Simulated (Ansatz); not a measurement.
## Zone-centre phonons of InAs at 1 GPa: input and output

These are results of DFT PBE, scalar-relativistic, plane waves, PAW in Ansatz 0.2.0, not measurements.

Launched with:
```bash
ansatz run input.yaml --threads 1 --pin off --max-ram 3072MiB --backend cpu --events-out ev --progress --plain --runs-dir out
```

Input (bare energies are in eV):
```yaml
crystal:
  lattice:
    - [0.0, 3.0737012722, 3.0737012722]
    - [3.0737012722, 0.0, 3.0737012722]
    - [3.0737012722, 3.0737012722, 0.0]
  atoms:
    - { symbol: In, position: [0.0, 0.0, 0.0] }
    - { symbol: As, position: [0.75, 0.75, 0.75] }
basis:
  ecutwfc: 420
kpoints:
  mp_grid: { grid: [12, 12, 12] }
hamiltonian:
  xc: pbe
scf:
  occupations: { method: fermi_dirac, width: 0.15 }
output:
  eigenvalues: true
phonons:
  method: dfpt
  eigenvectors: true
```

The end of the output:
```
--- Phonons (Γ-DFPT): 2 representative perturbations + reference, on 163 of 1728 k-points (Σ response iterations 6) ---
  k mesh reduced under 8 symmetry operations, with k and −k counted as one. Each operation leaves every solved displacement unchanged or reverses it
  ASR residual: 1.061e-4 → 0.000e0 eV/Å²; symmetrization residual: 1.209e-6 eV/Å²
  ASR residual per site (eV/Å²): 1.06e-4 6.30e-5
  Γ frequencies (cm⁻¹): 0.00 0.00 0.00 204.29 204.29 204.29
  non-analytic LO–TO correction: not included (Born effective charges unavailable; polar crystals: no LO–TO splitting at Γ)
```

It took 19 s on 1 thread of AMD EPYC 9R45 96-Core Processor (Zen 5) (shared host), peak memory 0.87 GiB.

Without a gap, frequencies and elastic constants depend on the k mesh and the smearing, soft modes and shear constants most.

The bands only touch here, so at this level the crystal is a zero-gap semiconductor or semimetal, not an ordinary metal; spin–orbit coupling, left out, can open or move such a gap.